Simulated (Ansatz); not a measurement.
# NaH (P1) in Ansatz: convergence with k mesh

Aim: find how far k mesh must go before the results for NaH settle, at PBE. This setting moves, with any that are tied to it; all else stays.

All numbers are computed with Ansatz 0.2.0; they aren't measurements. Logs are shortened: lines on timing, memory, paths and dates and some standing lists are left out, and cuts for length are marked.

## Step 1: The cell of the first run

The typed cell holds 2 atoms: a = 3.451 Å, b = 3.451 Å, c = 3.451 Å, α = 60.00°, β = 60.00°, γ = 60.00°.

The cell isn't the ideal one: atoms moved at random, drawn with an rms of 0.05 Å.

## Step 2: With k mesh 3 × 3 × 3

input.yaml reads:

```yaml
crystal:
  lattice:
    - [0.0, 2.44, 2.44]
    - [2.44, 0.0, 2.44]
    - [2.44, 2.44, 0.0]
  atoms:
    - { symbol: Na, position: [-0.012597, 0.001366, 0.006006] }
    - { symbol: H, position: [0.500558, 0.498419, 0.504866] }
hamiltonian:
  xc: pbe
  pseudopotentials: { kind: paw, level: accurate }
kpoints:
  mp_grid: { grid: [3, 3, 3] }
scf:
  occupations: { method: cold, width: 0.05 }
output:
  forces: true
  stress: true
  eigenvalues: true
```

Potentials or basis: Ansatz PAW earlier set.

Command:

```sh
> ansatz run input.yaml --threads 2 --pin off --max-ram 5632MiB --backend cpu --events-out ev --progress --plain --runs-dir out
```

Wall time 1.5 s (2 threads of Arm Neoverse V1, shared host); peak memory 0.31 GiB.

What came out:

```yaml
Free_energy: -1502.7111 eV
Pressure: -0.7 GPa
Largest_force: 0.030 eV/Å
Band_gap_on_the_k_mesh: 5.76 eV, indirect (least direct gap 5.86 eV)
```

## Step 3: With k mesh 4 × 4 × 4

Edit input.yaml of step 2 so:

```diff
@@ -12,3 +12,3 @@
 kpoints:
-  mp_grid: { grid: [3, 3, 3] }
+  mp_grid: { grid: [4, 4, 4] }
 scf:
```

Potentials or basis: Ansatz PAW earlier set.

Command:

```sh
> ansatz run input.yaml --threads 2 --pin off --max-ram 5632MiB --backend cpu --events-out ev --progress --plain --runs-dir out
```

Run time: 1.7 s. Hardware: 2 threads of Arm Neoverse V1, shared host; peak memory 0.35 GiB.

Results:

```yaml
Free_energy: -1502.6969 eV
Pressure: -0.6 GPa
Largest_force: 0.030 eV/Å
Band_gap_on_the_k_mesh: 3.71 eV, indirect (least direct gap 4.56 eV)
```

## Step 4: With k mesh 5 × 5 × 5

Edit input.yaml of step 3 so:

```diff
@@ -12,3 +12,3 @@
 kpoints:
-  mp_grid: { grid: [4, 4, 4] }
+  mp_grid: { grid: [5, 5, 5] }
 scf:
```

Command:

```sh
> ansatz run input.yaml --threads 2 --pin off --max-ram 5632MiB --backend cpu --events-out ev --progress --plain --runs-dir out
```

Run time: 2.9 s. Hardware: 2 threads of Arm Neoverse V1, shared host; peak memory 0.39 GiB.

What came out:

| Item | Value |
| --- | --- |
| Free energy | -1502.6967 eV |
| Pressure | -0.6 GPa |
| Largest force | 0.030 eV/Å |
| Band gap on the k mesh | 4.54 eV, indirect (least direct gap 5.03 eV) |

## Step 5: With k mesh 7 × 7 × 7

Edit input.yaml of step 4 so:

```diff
@@ -12,3 +12,3 @@
 kpoints:
-  mp_grid: { grid: [5, 5, 5] }
+  mp_grid: { grid: [7, 7, 7] }
 scf:
```

Command:

```sh
> ansatz run input.yaml --threads 2 --pin off --max-ram 5632MiB --backend cpu --events-out ev --progress --plain --runs-dir out
```

Wall time 7.5 s (2 threads of Arm Neoverse V1, shared host); peak memory 0.52 GiB.

What came out:

| Quantity | Value |
| --- | --- |
| Free energy | -1502.6968 eV |
| Pressure | -0.6 GPa |
| Largest force | 0.030 eV/Å |
| Band gap on the k mesh | 4.18 eV, indirect (least direct gap 4.80 eV) |

## Step 6: With k mesh 8 × 8 × 8

Edit input.yaml of step 5 so:

```diff
@@ -12,3 +12,3 @@
 kpoints:
-  mp_grid: { grid: [7, 7, 7] }
+  mp_grid: { grid: [8, 8, 8] }
 scf:
```

Potentials or basis: Ansatz PAW earlier set.

Command:

```sh
> ansatz run input.yaml --threads 2 --pin off --max-ram 5632MiB --backend cpu --events-out ev --progress --plain --runs-dir out
```

Wall time 11 s (2 threads of Arm Neoverse V1, shared host); peak memory 0.62 GiB.

The run converged. Its results:

* Free energy: -1502.6968 eV
* Pressure: -0.6 GPa
* Largest force: 0.030 eV/Å
* Band gap on the k mesh: 3.71 eV, indirect (least direct gap 4.56 eV)

## Step 7: With k mesh 11 × 11 × 11

Edit input.yaml of step 6 so:

```diff
@@ -12,3 +12,3 @@
 kpoints:
-  mp_grid: { grid: [8, 8, 8] }
+  mp_grid: { grid: [11, 11, 11] }
 scf:
```

Command:

```sh
> ansatz run input.yaml --threads 2 --pin off --max-ram 5632MiB --backend cpu --events-out ev --progress --plain --runs-dir out
```

Wall time 29 s (2 threads of Arm Neoverse V1, shared host); peak memory 1.1 GiB.

It converged, with:

```yaml
Free_energy: -1502.6968 eV
Pressure: -0.6 GPa
Largest_force: 0.030 eV/Å
Band_gap_on_the_k_mesh: 3.91 eV, indirect (least direct gap 4.65 eV)
```

## Step 8: With k mesh 13 × 13 × 13

Edit input.yaml of step 7 so:

```diff
@@ -12,3 +12,3 @@
 kpoints:
-  mp_grid: { grid: [11, 11, 11] }
+  mp_grid: { grid: [13, 13, 13] }
 scf:
```

Command:

```sh
> ansatz run input.yaml --threads 2 --pin off --max-ram 5632MiB --backend cpu --events-out ev --progress --plain --runs-dir out
```

Run time: 47 s. Hardware: 2 threads of Arm Neoverse V1, shared host; peak memory 1.6 GiB.

Results (log left out):

| Quantity | Value |
| --- | --- |
| Free energy | -1502.6968 eV |
| Pressure | -0.6 GPa |
| Largest force | 0.030 eV/Å |
| Band gap on the k mesh | 3.86 eV, indirect (least direct gap 4.63 eV) |

## Step 9: With k mesh 15 × 15 × 15

Edit input.yaml of step 8 so:

```diff
@@ -12,3 +12,3 @@
 kpoints:
-  mp_grid: { grid: [13, 13, 13] }
+  mp_grid: { grid: [15, 15, 15] }
 scf:
```

Potentials or basis: Ansatz PAW earlier set.

Command:

```sh
> ansatz run input.yaml --threads 2 --pin off --max-ram 5632MiB --backend cpu --events-out ev --progress --plain --runs-dir out
```

The program printed:

```text
Warning: RAYON_NUM_THREADS=2 ignored (pool sized by the plan → 2); use --threads N
Engine: ansatz 0.2.0, aarch64-unknown-linux-gnu
Pseudopotentials: kind: paw, level: accurate
Pseudopotential: Na, paw, valence charge 9, recommended cutoff 760 eV (high), Na.paw.azcp
Pseudopotential: H, paw, valence charge 1, recommended cutoff 1000 eV (high), H.paw.azcp
Functional definition: PBE
  parameter kappa = 0.804
  parameter beta = 0.06672455060314922
  exchange = pbe_x(kappa = kappa, mu = beta*pi^2/3)
  correlation = pbe_c(beta = beta)
Crystal: 2 atoms, lattice volume = 29.054 Å³
Basis set: ecut = 1000 eV, 2085 PW (Γ), exchange–correlation on 80×80×80 points (8 copies of the dense FFT grid, shifted against one another)
Bands: 9, of which v1, the nominal top of the filled ones, is band 5 counted from 1 (4 counted from 0)
Symmetry: 1 space group operations
Space group: P1 (ITA 1), of the structure as read, at distance tolerance 3.1e-5 Å
k-points: 1688 of 3375 (time reversal used)
Non-local potential: Na, projectors of the file, l = 0: 2, l = 1: 2, l = 2: 2, l = 3: 1
Non-local potential: H, projectors of the file, l = 0: 2, l = 1: 1, l = 2: 1
PAW form: soft (Blöchl's): semilocal exchange-correlation on the pseudo side does not see the compensation charge
PAW one-centre angular grid: Na, 194 points (default); XC on 64 Gauss nodes
PAW one-centre angular grid: H, 110 points (default); XC on 64 Gauss nodes
Initial density: superposition of atomic densities (chi_scale 0.1, normalization cell, long waves kept (reshape's long-wave potential 0.00 eV rms))
Initial wavefunctions: pseudopotential atomic-orbital guess
Functional: x = pbe(κ = 0.804, μ = 0.2195149727645171), c = pbe(β = 0.06672455060314922)
SCF iter   1: F=—  HF=-1502.992422 eV  |F-HF|=—  |Δ(HF+E_count)|=         —  Δρ=5.27e-2  dr2=9.02e-1  ethr=3.10e-3  ⟨swp⟩=4.3  Hψ=90255  notcnv=0
preconditioner: auto → none  [insulator: Δε(μ)=4.766 eV  Ē_g=11.584 eV  σ=0.050 eV  W_gap=1.00  n_scr=8 (ndim 8)  ℏωp=9.7 eV  f_vac=0.000  D(μ)=0.00/eV (n_scr^D=0)  ε∞_Penn≈1.7]
SCF iter   2: F=—  HF=-1502.702856 eV  |F-HF|=—  |Δ(HF+E_count)|=   2.90e-1  S|Δr|=    0.00e0  Δρ=1.17e-2  dr2=5.40e-2  ethr=3.10e-3  ⟨swp⟩=2.0  Hψ=36109  notcnv=0
SCF iter   3: F=—  HF=-1502.695201 eV  |F-HF|=—  |Δ(HF+E_count)|=   7.66e-3  S|Δr|=    0.00e0  Δρ=2.85e-3  dr2=1.15e-3  ethr=5.40e-4  ⟨swp⟩=2.1  Hψ=23847  notcnv=0
SCF iter   4: F=—  HF=-1502.696648 eV  |F-HF|=—  |Δ(HF+E_count)|=   1.45e-3  S|Δr|=    0.00e0  Δρ=9.26e-4  dr2=1.20e-4  ethr=1.15e-5  ⟨swp⟩=2.0  Hψ=23625  notcnv=0
SCF iter   5: F=—  HF=-1502.696832 eV  |F-HF|=—  |Δ(HF+E_count)|=   1.84e-4  S|Δr|=    0.00e0  Δρ=3.22e-5  dr2=2.36e-7  ethr=1.20e-6  ⟨swp⟩=2.0  Hψ=16880  notcnv=0
SCF iter   6: F=—  HF=-1502.696834 eV  |F-HF|=—  |Δ(HF+E_count)|=   2.22e-6  S|Δr|=    0.00e0  Δρ=9.32e-6  dr2=1.09e-8  ethr=1.00e-9  ⟨swp⟩=5.7  Hψ=69785  notcnv=0
SCF iter   7: F=-1502.696834 eV  HF=-1502.696834 eV  |F-HF|=9.78e-12  |Δ(HF+E_count)|=  7.59e-10  S|Δr|=    0.00e0  Δρ=6.30e-7  dr2=3.65e-11  ethr=1.09e-10  ⟨swp⟩=2.0  Hψ=48003  notcnv=0
SCF 1 converged in 7 iterations: F = -1502.696834 eV  dr2 = 3.65e-11
SCF converged after 7 iterations
Stability not checked: this state was not tested for a lower state beside it, because cold or Methfessel-Paxton smearing, or corrected tetrahedra, fill the levels in a way that the test cannot read (fill_not_monotonic; see scf.lower_state_search)
Free energy (F): -1502.696834 eV
Harris-Foulkes:  -1502.696834 eV  (|F-HF|=9.78e-12)
Internal energy: -1502.696834 eV  (E = F + TS)
E sigma→0 (E₀):  -1502.696834 eV
Fermi energy:    2.375705 eV
Step filling:    the computed levels leave a gap of 3.8208 eV = 76.4 smearing widths at the electron count; against every level under it full and every level over it empty, smearing changes F+E_penalty+E_count by +0.00e0 meV and its σ→0 estimate by +0.00e0 meV
--- Per-component energies (eV) ---
  E_band       = -231.384566
  E_kinetic    = 269.742685
  E_local      = -1524.220103  (includes V_loc(G=0)·N_el)
  E_nonlocal   = 168.837799
  E_hartree    = 575.536479
  E_xc         = -84.825908
  E_vxc        = -109.508942  (∫ρ·V_xc dr)
  E_paw        = -324.163292  (= ΣΔE_a)
  E_vpaw       = -187.308703  (= ΣTr[D̂ρ^β])
  E_aug_tail   = -0.000018  (compensation charges beyond the density's cutoff)
  E_ewald      = -583.604478
  E_smearing   = -0.000000  (= −TS)
  E_closure    = -0.000000  (closes the sum)
  Σ components = -1502.696834   (vs F -1502.696834, Δ=0.00e0)
--- Forces (eV/Å), atoms counted from 1 ---
  atom   1  Na    -0.00757968     0.02240295     0.01900152
  atom   2  H      0.00757976    -0.02240316    -0.01900170
  max |Σ_I F_I| component: 2.14e-7 eV/Å
--- Stress (GPa, compression-positive) ---
       -0.633761       0.001654       0.001404
        0.001654      -0.611225      -0.004141
        0.001404      -0.004141      -0.618319
  P = ⅓ Tr σ = -0.6211 GPa (-6.211 kbar)
--- Band table (eV; the first three rows and the last of 1688) ---
  k-point 0: bands = ["-49.8278", "-21.7111", "-21.7110", "-21.7109", "-3.0759", "10.6162", "15.8291", "15.8321", "15.8369"]
  k-point 1: bands = ["-49.8275", "-21.7146", "-21.7115", "-21.7114", "-3.0011", "10.3788", "14.4673", "15.4671", "15.4700"]
  k-point 2: bands = ["-49.8268", "-21.7251", "-21.7128", "-21.7127", "-2.7796", "9.6568", "13.1038", "14.9568", "14.9605"]
  k-point 1687: bands = ["-49.8219", "-21.7939", "-21.7238", "-21.7217", "-0.3577", "4.2508", "10.4914", "13.4615", "13.9258"]
```

Wall time 72 s (2 threads of Arm Neoverse V1, shared host); peak memory 2.3 GiB.

What came out:

```yaml
Free_energy: -1502.6968 eV
Pressure: -0.6 GPa
Largest_force: 0.030 eV/Å
Band_gap_on_the_k_mesh: 3.82 eV, indirect (least direct gap 4.61 eV)
```

## Step 10: The series at a glance

```tsv
k mesh	energy less the tightest run, at zero smearing (meV/atom)	pressure (GPa)	gap on the mesh (eV)	SCF cycles	CPU time (s)	peak memory (GiB)
3 × 3 × 3	-7.11	-0.69	5.756	7	2.3	0.31
4 × 4 × 4	-0.01	-0.62	3.714	7	3.3	0.35
5 × 5 × 5	0.08	-0.62	4.542	7	5.8	0.39
7 × 7 × 7	0.00	-0.62	4.182	7	15	0.52
8 × 8 × 8	0.00	-0.62	3.714	7	22	0.62
11 × 11 × 11	0.00	-0.62	3.910	7	57	1.1
13 × 13 × 13	0.00	-0.62	3.864	7	94	1.6
15 × 15 × 15	0.00	-0.62	3.821	7	140	2.3
```

Against the tightest run, the energy stays within 1 meV/atom from 4 × 4 × 4 on; the pressure stays within 0.1 GPa from 3 × 3 × 3 on. Not settled before the last step: the gap on the mesh (to 0.01 eV). Meshes of other sizes hit other points, so gaps and Fermi surfaces needn't settle smoothly. The tightest run that finished is the yardstick and may itself not be fully converged.

Caveats: odd divisions of the mesh miss points on the zone boundary, where band edges often lie, so the gap on the mesh can be too wide.
